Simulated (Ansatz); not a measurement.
# SiO2: the cost of one run

Computed with Ansatz 0.2.0 (DFT PBE, scalar-relativistic, plane waves, PAW, unless a step's input says otherwise).

The COD cell was measured well above room temperature, so it is larger than a cold one.

4 further runs of the same task are left out: 4 set aside as unsound or not needed. Runs told in other sessions of the task aren't counted.

## (1) Starting point

Symmetry: P6_222, No. 180, hexagonal system. The conventional cell has a = 5.105 Å, b = 5.105 Å, c = 5.585 Å, α = 90.00°, β = 90.00°, γ = 120.00°. Around Si (site symmetry 222) lie 4 O at 1.62 Å. O (site symmetry 2) has 2 Si at 1.62 Å in its first shell of neighbours.

Coordinates:

```cif
data_structure
_symmetry_space_group_name_H-M 'P 1'
_symmetry_Int_Tables_number 1
_cell_length_a 5.1049
_cell_length_b 5.1049
_cell_length_c 5.5847
_cell_angle_alpha 90.000
_cell_angle_beta 90.000
_cell_angle_gamma 120.000
_cell_volume 126.04
loop_
_atom_site_label
_atom_site_type_symbol
_atom_site_fract_x
_atom_site_fract_y
_atom_site_fract_z
_atom_site_occupancy
Si1 Si 0.50000 0.00000 0.00000 1
Si2 Si 0.50000 0.50000 0.33333 1
Si3 Si 0.00000 0.50000 0.66667 1
O1 O 0.41593 0.20796 0.16667 1
O2 O 0.20796 0.41593 0.50000 1
O3 O 0.79204 0.20796 0.83333 1
O4 O 0.58407 0.79204 0.16667 1
O5 O 0.79204 0.58407 0.50000 1
O6 O 0.20796 0.79204 0.83333 1
```

This cell was relaxed beforehand with the same method: volume 14.00 Å³/atom, gap on the mesh 5.55 eV.

## (2) Zero of energy

The reference gives a free energy of -5322.1924 eV, pressure 0.03 GPa, largest force 0.003 eV/Å and gap on the mesh 5.55 eV. It was computed beforehand with the settings of the runs below.

## (3) Harmonic modes of this cell

Contents of input.yaml:

```yaml
crystal:
  lattice:
    - [5.1048960585, 0.0, 0.0]
    - [-2.5524480292, 4.4209696703, 0.0]
    - [0.0, 0.0, 5.5846859247]
  atoms:
    - { symbol: Si, position: [0.5, 0.0, 0.0] }
    - { symbol: Si, position: [0.5, 0.5, 0.3333333333] }
    - { symbol: Si, position: [0.0, 0.5, 0.6666666667] }
    - { symbol: O, position: [0.4159266453, 0.2079633227, 0.1666666667] }
    - { symbol: O, position: [0.2079633227, 0.4159266453, 0.5] }
    - { symbol: O, position: [0.7920366773, 0.2079633227, 0.8333333333] }
    - { symbol: O, position: [0.5840733547, 0.7920366773, 0.1666666667] }
    - { symbol: O, position: [0.7920366773, 0.5840733547, 0.5] }
    - { symbol: O, position: [0.2079633227, 0.7920366773, 0.8333333333] }
basis:
  ecutwfc: 420
kpoints:
  mp_grid: { grid: [6, 6, 4] }
hamiltonian:
  xc: pbe
scf:
  occupations: { method: gaussian, width: 0.05 }
output:
  eigenvalues: true
phonons:
  method: fd
  supercell: [1, 1, 1]
  amplitude: 0.02
  eigenvectors: true
  dielectric: false
```

On the command line:

```
$ ansatz run input.yaml --threads 2 --pin off --max-ram 5120MiB --backend cpu --events-out ev --progress --plain --runs-dir out
```

**Question.** How long does this run take on 2 threads of Intel Xeon at 2.60GHz (Ice Lake), shared host, and how much memory does it need?

About 44 s, with a peak of 0.57 GiB.
